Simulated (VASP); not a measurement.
A run of VASP 6.6.1 is set up as follows.

File INCAR:

```
ALGO = Fast ; EDIFF = 1E-7
ENCUT = 520 ; GGA = PE
ISIF = 2 ; ISMEAR = 0
LASPH = True ; LCHARG = False
LREAL = False ; LWAVE = False
NBANDS = 17 ; NELM = 100
PREC = Accurate ; SIGMA = 0.016
```

The input KPOINTS:

```
k-points
0
Gamma
  8 8 8
```

POSCAR

```
PbS
1.0
    0.0000000000      2.9657500000      2.9657500000
    2.9657500000      0.0000000000      2.9657500000
    2.9657500000      2.9657500000      0.0000000000
Pb S
1 1
Direct
    0.0000000000      0.0000000000      0.0000000000
    0.5000000000      0.5000000000      0.5000000000
```

Potentials or basis: VASP PAW PBE potentials, release 64 (Pb_d, S).

The run is started by

```console
$ cat potpaw_PBE.64/Pb_d/POTCAR potpaw_PBE.64/S/POTCAR > POTCAR
$ mpirun -np 1 vasp_std > vasp.out
```

Problem. What does it give for the band gap on the k mesh?

Solution. 0.36 eV, direct.

Problem. Predict the pressure.

Solution. 2.2 GPa.

Caveat: spin-orbit coupling is left out, which as a rule narrows the gap of such compounds by several tenths of an eV. A k mesh can miss the band edges.
